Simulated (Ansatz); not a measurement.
# Co2Si3Ru: the cost of one run

Computed with Ansatz 0.2.0 (DFT PBE, scalar-relativistic, plane waves, PAW, unless a step's input says otherwise).

3 further runs of the same task are left out: 2 that didn't finish, 1 set aside as unsound or not needed.

### Step 1. The system as given

The structure is tetragonal, space group P4/mmm (No. 123). The conventional cell has a = 2.986 Å, b = 2.986 Å, c = 8.958 Å, α = 90.00°, β = 90.00°, γ = 90.00°. Around Co (site symmetry 4mm) lie 8 Si at 2.59 Å. Si (site symmetry 4/mmm) has 8 Co at 2.59 Å as nearest neighbours. Si (site symmetry 4mm) is surrounded by 4 Co at 2.59 Å and 4 Ru at 2.59 Å. Ru (site symmetry 4/mmm) is surrounded by 8 Si at 2.59 Å.

As a file:

```cif
data_structure
_symmetry_space_group_name_H-M 'P4/mmm'
_symmetry_Int_Tables_number 123
_cell_length_a 2.9862
_cell_length_b 2.9862
_cell_length_c 8.9585
_cell_angle_alpha 90.000
_cell_angle_beta 90.000
_cell_angle_gamma 90.000
_cell_volume 79.88
loop_
_atom_site_label
_atom_site_type_symbol
_atom_site_symmetry_multiplicity
_atom_site_Wyckoff_symbol
_atom_site_fract_x
_atom_site_fract_y
_atom_site_fract_z
_atom_site_occupancy
Co1 Co 2 g 0.00000 0.00000 0.83333 1
Si1 Si 1 c 0.50000 0.50000 0.00000 1
Si2 Si 2 h 0.50000 0.50000 0.33333 1
Ru1 Ru 1 b 0.00000 0.00000 0.50000 1
```

The start is an ordering of an alloy on its end members' structure types: elements ordered on the sites of the SiRu type, Ru/Co on Ru (P4/mmm, No. 123).

### Step 2. A first look at the guess

File input.yaml:

```yaml
crystal:
  lattice:
    - [2.98615703, 0.0, 0.0]
    - [0.0, 2.98615703, 0.0]
    - [0.0, 0.0, 8.95847108]
  atoms:
    - { symbol: Co, position: [0.0, 0.0, 0.83333333], spin: 3.0 }
    - { symbol: Co, position: [0.0, 0.0, 0.16666667], spin: 3.0 }
    - { symbol: Si, position: [0.5, 0.5, 0.0] }
    - { symbol: Si, position: [0.5, 0.5, 0.33333333] }
    - { symbol: Si, position: [0.5, 0.5, 0.66666667] }
    - { symbol: Ru, position: [0.0, 0.0, 0.5] }
basis:
  ecutwfc: 420
kpoints:
  mp_grid: { grid: [6, 6, 2] }
hamiltonian:
  xc: pbe
scf:
  occupations: { method: gaussian, width: 0.1 }
  lower_state_search: "off"
output:
  forces: true
  stress: true
  eigenvalues: true
  populations: true
magnetization:
  spin_polarized: true
```

Started as:

```
ansatz run input.yaml --threads 1 --pin off --max-ram 2560MiB --backend cpu --events-out ev --progress --plain --runs-dir out
```

Q: Estimate wall time and peak memory on 1 thread of Arm Neoverse V2, shared host.

About 12 s, with a peak of 0.41 GiB.
